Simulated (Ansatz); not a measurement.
**Cohesive energies along group 16**

These are results of DFT, PBEsol, plane waves (420 eV) with PAW, scalar-relativistic in Ansatz 0.2.0, not measurements. The PAW files were generated under PBE, with cores re-solved for the functional.

The free atom is spin-polarised, without symmetry, in a box of 14 × 14.4 × 14.8 Å, in the lowest state that the tried spin starts reached (hybrids start from one state alone); no zero-point energy, no spin-orbit coupling, no dispersion.

Task: Rank by cohesive energy per atom, weakest first.
A. tellurium (trigonal tellurium)
B. sulfur (alpha-S8 (Fddd))
C. selenium (trigonal (grey) selenium)

Result: A (2.82 eV), C (3.01 eV), B (3.38 eV).
